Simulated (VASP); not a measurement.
Wanted: the native input for a VASP 6.6.1 run.

```
Task                   : relaxation of cell and atoms
Functional             : PBEsol
Potentials or basis    : VASP PAW PBE potentials, release 64 (Li_sv)
Cutoff                 : 600 eV
k mesh                 : 18 × 18 × 18
Occupations            : gaussian, width 0.1 eV
Spin                   : no spin polarisation
Dipole correction      : no
Further INCAR settings : ALGO = Normal; EDIFF = 1e-06; IBRION = 2; EDIFFG = -0.002; NSW = 100; ISIF = 3
```

The structure of Li lies in POSCAR:

```
Li
1.0
   -1.7196562300      1.7196562300      1.7196562300
    1.7196562300     -1.7196562300      1.7196562300
    1.7196562300      1.7196562300     -1.7196562300
Li
1
Direct
    0.0000000000      0.0000000000      0.0000000000
```

One way to write it, as run:

INCAR

```
SYSTEM = Li
PREC = Accurate ; ENCUT = 600
EDIFF = 1E-6 ; ISMEAR = 0
SIGMA = 0.1 ; LREAL = .FALSE.
LASPH = .TRUE. ; NELM = 100
ALGO = Normal ; ISIF = 3
LWAVE = .FALSE. ; LCHARG = .FALSE.
GGA = PS ; IBRION = 2
NSW = 100 ; EDIFFG = -0.002
```

KPOINTS

```
regular mesh
0
G
  18 18 18
  0 0 0
```

Potentials or basis: VASP PAW PBE potentials, release 64 (Li_sv).

Run with:

```console
$ cat potpaw_PBE.64/Li_sv/POTCAR > POTCAR
$ mpirun -np 1 vasp_std > vasp.out
```

It gave:

- Relaxed volume: 20.04 Å³/atom
- Relaxed cell: a = 2.964 Å, b = 2.964 Å, c = 2.964 Å, α = 109.47°, β = 109.47°, γ = 109.47°
- Space group after relaxing (to 0.05 Å): Im-3m (No. 229)
- Energy gained by relaxing: 0.2 meV/atom
- Ionic steps: 4
- Pressure after relaxing: 0.0 GPa
- Band gap on the k mesh: none (metal or under the smearing width)

Caveat: the cutoff is under 1.25 times the usual one of these potentials, so pressure, stress and relaxed cells hold a basis-set (Pulay) error; the PAW data sets were made with another functional, which shifts forces and pressure a little.

Run time: 28 s on 1 thread of Intel(R) Xeon(R) Platinum 8488C (Sapphire Rapids), with other jobs on the host, peak memory 0.14 GiB.
